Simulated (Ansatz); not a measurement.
Relaxed (112) slab cut from TaN (space group P6_3/mmc (No. 194)); the slab's formula is Ta9N8, its outer planes Ta (top) and Ta (bottom):

```xyz
34
Lattice="5.0047 0.0000 0.0000 0.0000 6.5344 0.0000 0.0000 0.0000 25.3665" Properties=species:S:1:pos:R:3 pbc="T T T"
Ta    2.4899    5.7806    7.6798
Ta    0.0124    2.5134    7.6798
N     0.9337    0.6865    8.1036
N     1.5687    3.9537    8.1036
Ta    0.0252    5.3091    8.7825
Ta    2.4772    2.0419    8.7825
N     3.3192    0.0554    9.4326
N     4.1878    3.3226    9.4326
Ta    2.4859    4.6459   10.0615
Ta    0.0165    1.3788   10.0615
N     0.8200    5.9386   10.7561
N     1.6824    2.6714   10.7561
Ta   -0.0024    3.9811   11.3953
Ta    2.5047    0.7140   11.3953
N     3.3380    5.2881   12.0344
N     4.1691    2.0210   12.0344
Ta    2.5024    3.3401   12.6832
Ta    0.0000    0.0729   12.6832
N     0.8356    4.6592   13.3320
N     1.6667    1.3920   13.3320
Ta    0.0024    2.6991   13.9711
Ta    2.5000    5.9662   13.9711
N     3.3223    4.0088   14.6104
N     4.1847    0.7416   14.6104
Ta    2.5188    2.0343   15.3049
Ta   -0.0165    5.3014   15.3049
N     0.8169    3.3576   15.9339
N     1.6855    0.0904   15.9339
Ta   -0.0252    1.3711   16.5839
Ta    2.5275    4.6383   16.5839
N     3.4360    2.7265   17.2628
N     4.0710    5.9937   17.2628
Ta    2.5148    0.8996   17.6867
Ta   -0.0124    4.1668   17.6867
```

Theory: Ansatz 0.2.0, DFT PBEsol, scalar-relativistic, plane waves, PAW. Plane waves to 420 eV, a k mesh through Γ of 7×6×1 on the computed 34-atom cell and Gaussian smearing (0.10 eV); no spin polarisation. A dipole correction removes the field between periodic images along c.

The potential is the smooth part; its values at the atoms depend on the PAW datasets.

Q: How does the plane-averaged electrostatic potential energy of an electron run along c, counted from the Fermi level?

A:
```json
{"z (Å)": "2.82", "V (eV)": "3.60"}
{"z (Å)": "3.10", "V (eV)": "3.60"}
{"z (Å)": "3.38", "V (eV)": "3.60"}
{"z (Å)": "3.66", "V (eV)": "3.60"}
{"z (Å)": "3.95", "V (eV)": "3.59"}
{"z (Å)": "4.23", "V (eV)": "3.59"}
{"z (Å)": "4.51", "V (eV)": "3.57"}
{"z (Å)": "4.79", "V (eV)": "3.55"}
{"z (Å)": "5.07", "V (eV)": "3.50"}
{"z (Å)": "5.36", "V (eV)": "3.42"}
{"z (Å)": "5.64", "V (eV)": "3.27"}
{"z (Å)": "5.92", "V (eV)": "2.99"}
{"z (Å)": "6.20", "V (eV)": "2.49"}
{"z (Å)": "6.48", "V (eV)": "1.59"}
{"z (Å)": "6.76", "V (eV)": "-0.18"}
{"z (Å)": "7.05", "V (eV)": "-3.09"}
{"z (Å)": "7.33", "V (eV)": "-6.86"}
{"z (Å)": "7.61", "V (eV)": "-11.10"}
{"z (Å)": "7.89", "V (eV)": "-14.34"}
{"z (Å)": "8.17", "V (eV)": "-14.97"}
{"z (Å)": "8.46", "V (eV)": "-13.67"}
{"z (Å)": "8.74", "V (eV)": "-12.04"}
{"z (Å)": "9.02", "V (eV)": "-12.36"}
{"z (Å)": "9.30", "V (eV)": "-13.21"}
{"z (Å)": "9.58", "V (eV)": "-13.20"}
{"z (Å)": "9.86", "V (eV)": "-12.19"}
{"z (Å)": "10.15", "V (eV)": "-11.38"}
{"z (Å)": "10.43", "V (eV)": "-12.08"}
{"z (Å)": "10.71", "V (eV)": "-12.75"}
{"z (Å)": "10.99", "V (eV)": "-12.56"}
{"z (Å)": "11.27", "V (eV)": "-11.76"}
{"z (Å)": "11.56", "V (eV)": "-11.98"}
{"z (Å)": "11.84", "V (eV)": "-13.00"}
{"z (Å)": "12.12", "V (eV)": "-13.18"}
{"z (Å)": "12.40", "V (eV)": "-12.36"}
{"z (Å)": "12.68", "V (eV)": "-11.57"}
{"z (Å)": "12.97", "V (eV)": "-12.36"}
{"z (Å)": "13.25", "V (eV)": "-13.18"}
{"z (Å)": "13.53", "V (eV)": "-13.00"}
{"z (Å)": "13.81", "V (eV)": "-11.98"}
{"z (Å)": "14.09", "V (eV)": "-11.76"}
{"z (Å)": "14.37", "V (eV)": "-12.56"}
{"z (Å)": "14.66", "V (eV)": "-12.75"}
{"z (Å)": "14.94", "V (eV)": "-12.08"}
{"z (Å)": "15.22", "V (eV)": "-11.38"}
{"z (Å)": "15.50", "V (eV)": "-12.19"}
{"z (Å)": "15.78", "V (eV)": "-13.20"}
{"z (Å)": "16.07", "V (eV)": "-13.21"}
{"z (Å)": "16.35", "V (eV)": "-12.36"}
{"z (Å)": "16.63", "V (eV)": "-12.04"}
{"z (Å)": "16.91", "V (eV)": "-13.67"}
{"z (Å)": "17.19", "V (eV)": "-14.97"}
{"z (Å)": "17.47", "V (eV)": "-14.34"}
{"z (Å)": "17.76", "V (eV)": "-11.10"}
{"z (Å)": "18.04", "V (eV)": "-6.86"}
{"z (Å)": "18.32", "V (eV)": "-3.09"}
{"z (Å)": "18.60", "V (eV)": "-0.18"}
{"z (Å)": "18.88", "V (eV)": "1.59"}
{"z (Å)": "19.17", "V (eV)": "2.49"}
{"z (Å)": "19.45", "V (eV)": "2.99"}
{"z (Å)": "19.73", "V (eV)": "3.27"}
{"z (Å)": "20.01", "V (eV)": "3.42"}
{"z (Å)": "20.29", "V (eV)": "3.50"}
{"z (Å)": "20.58", "V (eV)": "3.55"}
{"z (Å)": "20.86", "V (eV)": "3.57"}
{"z (Å)": "21.14", "V (eV)": "3.59"}
{"z (Å)": "21.42", "V (eV)": "3.59"}
{"z (Å)": "21.70", "V (eV)": "3.60"}
{"z (Å)": "21.98", "V (eV)": "3.60"}
{"z (Å)": "22.27", "V (eV)": "3.60"}
{"z (Å)": "22.55", "V (eV)": "3.60"}
```

The vacuum level lies 3.60 eV above the Fermi level.

Spin-orbit coupling is left out, which matters for the bands of heavy elements.

The reference crystal is a form of TaN, which isn't its usual structure.

Cost: 1 run of about 86 core-minutes, on Arm Neoverse N1 (shared hosts).